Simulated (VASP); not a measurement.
# Ag on the Al site in AlNi3, part 2 of 5

How easily does Ag on the Al site form in AlNi3? The host is relaxed first, then a supercell is run with and without the defect. The start is a computed cell from the Materials Project.

VASP 6.6.1, plane waves and PAW; the level of theory is named at each step.

Still holding for the runs below: The magnetic state follows from one typed start and may not be the lowest. The k-mesh is coarse for a metal.

So far. Step 2 (Relaxing the host crystal): The run ended after 2 ionic steps, 0.001 eV below its first step, once forces and stress met EDIFFG = -0.02.

**3. The perfect supercell**

Level of this step: PBEsol, spin-polarised from a ferromagnetic start; plane waves and PAW (Ni, Al) (VASP).

System of this step: AlNi3. It takes space group Pm-3m (No. 221, cubic). The conventional cell has a = 3.515 Å, b = 3.515 Å, c = 3.515 Å, α = 90.00°, β = 90.00°, γ = 90.00°. Nearest to Ni lie 4 Al at 2.49 Å and 8 Ni at 2.49 Å. Al has 12 Ni at 2.49 Å nearest. Farther neighbours are not listed.

The same cell, mesh and cutoff without the defect give the energy to subtract and, in a gapped host, the band edges to count from, so that most errors cancel.

The input, INCAR:

```
SYSTEM = AlNi3
PREC = Normal
ENCUT = 300
EDIFF = 1E-05
NELM = 120
ISMEAR = 1
SIGMA = 0.2
LREAL = Auto
ALGO = Fast
GGA = PS
NBANDS = 156
ISPIN = 2
MAGMOM = 1 1 1 1 1 1 1 1 1 1 1 1 1 1 1 1 1 1 1 1 1 1 1 1 0 0 0 0 0 0 0 0
LASPH = .TRUE.
LMAXMIX = 4
LORBIT = 11
LWAVE = .FALSE.
LCHARG = .FALSE.
KPAR = 4
```

The input, POSCAR:

```
AlNi3
1.0
    7.0308630520      0.0000000000      0.0000000000
    0.0000000000      7.0308630520      0.0000000000
    0.0000000000      0.0000000000      7.0308630520
Ni Al
24 8
Direct
    0.2500000000      0.2500000000      0.0000000000
    0.2500000000      0.2500000000      0.5000000000
    0.2500000000      0.7500000000      0.0000000000
    0.2500000000      0.7500000000      0.5000000000
    0.7500000000      0.2500000000      0.0000000000
    0.7500000000      0.2500000000      0.5000000000
    0.7500000000      0.7500000000      0.0000000000
    0.7500000000      0.7500000000      0.5000000000
    0.2500000000      0.0000000000      0.2500000000
    0.2500000000      0.0000000000      0.7500000000
    0.2500000000      0.5000000000      0.2500000000
    0.2500000000      0.5000000000      0.7500000000
    0.7500000000      0.0000000000      0.2500000000
    0.7500000000      0.0000000000      0.7500000000
    0.7500000000      0.5000000000      0.2500000000
    0.7500000000      0.5000000000      0.7500000000
    0.0000000000      0.2500000000      0.2500000000
    0.0000000000      0.2500000000      0.7500000000
    0.0000000000      0.7500000000      0.2500000000
    0.0000000000      0.7500000000      0.7500000000
    0.5000000000      0.2500000000      0.2500000000
    0.5000000000      0.2500000000      0.7500000000
    0.5000000000      0.7500000000      0.2500000000
    0.5000000000      0.7500000000      0.7500000000
    0.0000000000      0.0000000000      0.0000000000
    0.0000000000      0.0000000000      0.5000000000
    0.0000000000      0.5000000000      0.0000000000
    0.0000000000      0.5000000000      0.5000000000
    0.5000000000      0.0000000000      0.0000000000
    0.5000000000      0.0000000000      0.5000000000
    0.5000000000      0.5000000000      0.0000000000
    0.5000000000      0.5000000000      0.5000000000
```

The input, KPOINTS:

```
Automatic mesh
0
Monkhorst-Pack
3 3 3
0 0 0
```

Potentials, in the order of the species: Ni and Al (PBE family, release 64).

Started as:

```console
mpirun -np 4 vasp_std
```

Output:

```text
[banner, memory and clock lines left out]
running    4 mpi-ranks, on    1 nodes
 distrk:  each k-point on    1 cores,    4 groups
 distr:  one band on    1 cores,    1 groups

 POSCAR found type information on POSCAR NiAl
 POSCAR found :  2 types and      32 ions
 [... a notice as in an earlier step ...]

 LDA part: xc-table for (Slater+PW92), standard interpolation
 POSCAR, INCAR and KPOINTS ok, starting setup
 FFT: planning ... GRIDC
 FFT: planning ... GRID_SOFT
 FFT: planning ... GRID
 WAVECAR not read
 entering main loop
       N       E                     dE             d eps       ncg     rms          rms(c)
DAV:   1     0.167367204213E+04    0.16737E+04   -0.75851E+04  2496   0.147E+03
DAV:   2    -0.385286064631E+02   -0.17122E+04   -0.16560E+04  2496   0.378E+02
DAV:   3    -0.222739671135E+03   -0.18421E+03   -0.16098E+03  2524   0.147E+02
DAV:   4    -0.231167706628E+03   -0.84280E+01   -0.81654E+01  2880   0.327E+01
DAV:   5    -0.231401978487E+03   -0.23427E+00   -0.23359E+00  3048   0.500E+00    0.612E+01
RMM:   6    -0.230608037907E+03    0.79394E+00   -0.65699E+02  2527   0.120E+02    0.615E+01
RMM:   7    -0.194500431019E+03    0.36108E+02   -0.19144E+02  2496   0.710E+01    0.768E+00
RMM:   8    -0.194696886080E+03   -0.19646E+00   -0.21640E+00  2552   0.523E+00    0.452E+00
RMM:   9    -0.194520550313E+03    0.17634E+00   -0.78993E-01  2601   0.309E+00    0.211E+00
RMM:  10    -0.194521405330E+03   -0.85502E-03   -0.23121E-01  2643   0.112E+00    0.966E-01
RMM:  11    -0.194528059368E+03   -0.66540E-02   -0.34513E-02  2752   0.523E-01    0.426E-01
RMM:  12    -0.194529211857E+03   -0.11525E-02   -0.77417E-03  2888   0.239E-01    0.268E-01
RMM:  13    -0.194529548552E+03   -0.33670E-03   -0.16869E-03  2916   0.102E-01    0.235E-01
RMM:  14    -0.194529594099E+03   -0.45547E-04   -0.25923E-04  2563   0.481E-02    0.187E-01
RMM:  15    -0.194529615386E+03   -0.21288E-04   -0.69269E-04  3008   0.847E-02    0.944E-02
RMM:  16    -0.194529635306E+03   -0.19920E-04   -0.96031E-05  2312   0.415E-02    0.746E-03
RMM:  17    -0.194529635900E+03   -0.59352E-06   -0.14623E-05  1435   0.103E-02
   1 F= -.19452964E+03 E0= -.19453520E+03  d E =0.166951E-01  mag=     5.7228
```

It took 55 s on 4 MPI ranks of AMD EPYC 7R43, shared host; peak memory 0.97 GiB; 3.6 min of CPU time.

From OUTCAR (step 3):

```text
  LATTYP: Found a simple cubic cell.
 ALAT       =     7.0308630520

The static configuration has the point symmetry O_h .

 Found      4 irreducible k-points:

   k-points           NKPTS =      4   k-points in BZ     NKDIM =      4   number of bands    NBANDS=    156

   dimension x,y,z NGX =    30 NGY =   30 NGZ =   30
   dimension x,y,z NGXF=    60 NGYF=   60 NGZF=   60

   ENCUT  =  300.0 eV  22.05 Ry    4.70 a.u.   9.93  9.93  9.93*2*pi/ulx,y,z

   NELECT =     264.0000    total number of electrons

 E-fermi :   9.8535

 spin component 1
 k-point     1 :       0.0000    0.0000    0.0000
  band No.  band energies     occupation
    ...
    133       9.8075      0.68909
    134       9.8075      0.68909
    135       9.8088      0.68390
    136       9.8088      0.68390
    137       9.8088      0.68389
    138      10.7300     -0.00000
    139      10.7300     -0.00000
    140      10.7300     -0.00000
    141      10.7661     -0.00000
    142      10.7661     -0.00000
    ...

 k-point     2 :       0.3333    0.0000    0.0000
  band No.  band energies     occupation
    ...
    132       9.5632      1.02975
    133       9.5632      1.02975
    134       9.6724      1.01231
    135       9.8078      0.68783
    136       9.8084      0.68565
    137      10.0281     -0.00645
    138      10.0281     -0.00645
    139      10.5931     -0.00000
    140      10.5931     -0.00000
    141      11.4340     -0.00000
    ...

 k-point     3 :       0.3333    0.3333    0.0000
  band No.  band energies     occupation
    ...
    131       9.5558      1.02815
    132       9.5749      1.03202
    133       9.5749      1.03202
    134       9.5763      1.03227
    135       9.6516      1.02607
    136      10.1966     -0.01788
    137      10.5605     -0.00000
    138      10.7548     -0.00000
    139      10.8225     -0.00000
    140      10.9224     -0.00000
    ...

 k-point     4 :       0.3333    0.3333    0.3333
  band No.  band energies     occupation
    ...
    131       9.7127      0.96131
    132       9.7431      0.89721
    133       9.7431      0.89721
    134       9.7431      0.89721
    135      10.0991     -0.03546
    136      10.6128     -0.00000
    137      10.6449     -0.00000
    138      10.6449     -0.00000
    139      10.7799     -0.00000
    140      10.7799     -0.00000
    ...

  Total        1.5877293      1.5877293      1.5877293      0.0000000     -0.0000000      0.0000000
  in kB        7.3191580      7.3191580      7.3191580      0.0000000     -0.0000000      0.0000000
  external PRESSURE =       7.3191580 kB  Pullay stress =       0.0000000 kB

  energy-cutoff  :      300.00
  volume of cell :      347.56
      direct lattice vectors                 reciprocal lattice vectors
     7.030863052  0.000000000  0.000000000     0.142230050  0.000000000  0.000000000
     0.000000000  7.030863052  0.000000000     0.000000000  0.142230050  0.000000000
     0.000000000  0.000000000  7.030863052     0.000000000  0.000000000  0.142230050

 POSITION                                       TOTAL-FORCE (eV/Angst)
 -----------------------------------------------------------------------------------
      1.75772      1.75772      0.00000        -0.000000     -0.000000      0.000000
      1.75772      1.75772      3.51543         0.000000      0.000000     -0.000000
      1.75772      5.27315      0.00000        -0.000000      0.000000      0.000000
      1.75772      5.27315      3.51543         0.000000     -0.000000     -0.000000
      5.27315      1.75772      0.00000         0.000000     -0.000000     -0.000000
      5.27315      1.75772      3.51543        -0.000000      0.000000     -0.000000
      5.27315      5.27315      0.00000         0.000000      0.000000      0.000000
      5.27315      5.27315      3.51543        -0.000000     -0.000000     -0.000000
      1.75772      0.00000      1.75772        -0.000000     -0.000000     -0.000000
      1.75772      0.00000      5.27315        -0.000000     -0.000000      0.000000
      1.75772      3.51543      1.75772         0.000000      0.000000     -0.000000
      1.75772      3.51543      5.27315         0.000000      0.000000      0.000000
      5.27315      0.00000      1.75772         0.000000      0.000000     -0.000000
      5.27315      0.00000      5.27315         0.000000     -0.000000      0.000000
      5.27315      3.51543      1.75772        -0.000000      0.000000      0.000000
      5.27315      3.51543      5.27315        -0.000000      0.000000     -0.000000
      0.00000      1.75772      1.75772         0.000000     -0.000000      0.000000
      0.00000      1.75772      5.27315        -0.000000     -0.000000     -0.000000
      0.00000      5.27315      1.75772         0.000000      0.000000      0.000000
      0.00000      5.27315      5.27315         0.000000      0.000000      0.000000
      3.51543      1.75772      1.75772         0.000000      0.000000     -0.000000
      3.51543      1.75772      5.27315         0.000000      0.000000      0.000000
      3.51543      5.27315      1.75772        -0.000000     -0.000000     -0.000000
      3.51543      5.27315      5.27315        -0.000000     -0.000000      0.000000
      0.00000      0.00000      0.00000        -0.000000      0.000000      0.000000
      0.00000      0.00000      3.51543        -0.000000     -0.000000      0.000000
      0.00000      3.51543      0.00000         0.000000      0.000000     -0.000000
      0.00000      3.51543      3.51543        -0.000000      0.000000      0.000000
      3.51543      0.00000      0.00000        -0.000000      0.000000      0.000000
      3.51543      0.00000      3.51543         0.000000      0.000000     -0.000000
      3.51543      3.51543      0.00000         0.000000     -0.000000      0.000000
      3.51543      3.51543      3.51543         0.000000      0.000000      0.000000
 -----------------------------------------------------------------------------------
    total drift:                                0.000000      0.000000      0.000000

  FREE ENERGIE OF THE ION-ELECTRON SYSTEM (eV)
  ---------------------------------------------------
  free  energy   TOTEN  =      -194.5296358997 eV

  energy  without entropy=     -194.5463310406  energy(sigma->0) =     -194.53520095

 total charge
# of ion       s       p       d       tot
------------------------------------------
    1        0.514   0.557   8.384   9.456
    2        0.514   0.557   8.384   9.456
    3        0.514   0.557   8.384   9.456
    4        0.514   0.557   8.384   9.456
    5        0.514   0.557   8.384   9.456
    6        0.514   0.557   8.384   9.456
    7        0.514   0.557   8.384   9.456
    8        0.514   0.557   8.384   9.456
    9        0.514   0.557   8.384   9.456
   10        0.514   0.557   8.384   9.456
   11        0.514   0.557   8.384   9.456
   12        0.514   0.557   8.384   9.456
   13        0.514   0.557   8.384   9.456
   14        0.514   0.557   8.384   9.456
   15        0.514   0.557   8.384   9.456
   16        0.514   0.557   8.384   9.456
   17        0.514   0.557   8.384   9.456
   18        0.514   0.557   8.384   9.456
   19        0.514   0.557   8.384   9.456
   20        0.514   0.557   8.384   9.456
   21        0.514   0.557   8.384   9.456
   22        0.514   0.557   8.384   9.456
   23        0.514   0.557   8.384   9.456
   24        0.514   0.557   8.384   9.456
   25        0.412   0.413   0.000   0.825
   26        0.412   0.413   0.000   0.825
   27        0.412   0.413   0.000   0.825
   28        0.412   0.413   0.000   0.825
   29        0.412   0.413   0.000   0.825
   30        0.412   0.413   0.000   0.825
   31        0.412   0.413   0.000   0.825
   32        0.412   0.413   0.000   0.825
--------------------------------------------------
tot         15.643  16.670 201.225 233.538

 magnetization (x)
# of ion       s       p       d       tot
------------------------------------------
    1       -0.003  -0.008   0.262   0.252
    2       -0.003  -0.008   0.262   0.252
    3       -0.003  -0.008   0.262   0.252
    4       -0.003  -0.008   0.262   0.252
    5       -0.003  -0.008   0.262   0.252
    6       -0.003  -0.008   0.262   0.252
    7       -0.003  -0.008   0.262   0.252
    8       -0.003  -0.008   0.262   0.252
    9       -0.003  -0.008   0.262   0.252
   10       -0.003  -0.008   0.262   0.252
   11       -0.003  -0.008   0.262   0.252
   12       -0.003  -0.008   0.262   0.252
   13       -0.003  -0.008   0.262   0.252
   14       -0.003  -0.008   0.262   0.252
   15       -0.003  -0.008   0.262   0.252
   16       -0.003  -0.008   0.262   0.252
   17       -0.003  -0.008   0.262   0.252
   18       -0.003  -0.008   0.262   0.252
   19       -0.003  -0.008   0.262   0.252
   20       -0.003  -0.008   0.262   0.252
   21       -0.003  -0.008   0.262   0.252
   22       -0.003  -0.008   0.262   0.252
   23       -0.003  -0.008   0.262   0.252
   24       -0.003  -0.008   0.262   0.252
   25       -0.000  -0.008   0.000  -0.009
   26       -0.000  -0.008   0.000  -0.009
   27       -0.000  -0.008   0.000  -0.009
   28       -0.000  -0.008   0.000  -0.009
   29       -0.000  -0.008   0.000  -0.009
   30       -0.000  -0.008   0.000  -0.009
   31       -0.000  -0.008   0.000  -0.009
   32       -0.000  -0.008   0.000  -0.009
--------------------------------------------------
tot         -0.062  -0.261   6.296   5.973

[... 1 part as in an earlier step ...]

[... 7 further parts left out ...]
```

This step gave:

```
electronic cycles                                 : 17
electrons                                         : 264
free energy (TOTEN)                               : -194.5296 eV
energy at zero smearing                           : -194.5352 eV
Fermi energy                                      : 9.854 eV
moment of the cell, from the last line of the log : 5.723 μB
```

Spin moment in the PAW sphere by element, in μB:

```
element  atoms    mean  spread (r.m.s.)   least  largest
     Ni     24   0.252            0.000   0.252    0.252
     Al      8  -0.009            0.000  -0.009   -0.009
```

The atoms farthest from the mean of their element:

| atom | x, y, z (Å) | spin moment in the PAW sphere (μB) |
| --- | --- | --- |
| Ni1 | 1.76, 1.76, 0.00 | 0.252 |
| Ni2 | 1.76, 1.76, 3.52 | 0.252 |
| Ni3 | 1.76, 5.27, 0.00 | 0.252 |
| Ni4 | 1.76, 5.27, 3.52 | 0.252 |
| Ni5 | 5.27, 1.76, 0.00 | 0.252 |
| Ni6 | 5.27, 1.76, 3.52 | 0.252 |
| Ni7 | 5.27, 5.27, 0.00 | 0.252 |
| Ni8 | 5.27, 5.27, 3.52 | 0.252 |

The host is treated as a metal, as its relaxation found a gap under 0.3 eV or none, and only the neutral defect is run.

(Continued in part 3 of 5.)

[Lines on the potential files, build, host, timing and source positions are cut from VASP's logs without a mark.]

[Logs are printed without paths, hosts, clocks, repeated set-up lines and the standing remarks that a program may print on its own settings, such as how far it seeks lower states.]

[Hosts, paths, dates, database ids (printed as entryN), source tags and the programs' standing remarks are cut or masked in the printed files.]

[In band tables of VASP the shares of atoms and orbitals are scaled to a sum of 1 inside the atoms' spheres.]

[Runs that stopped without an error message from VASP are left out.]
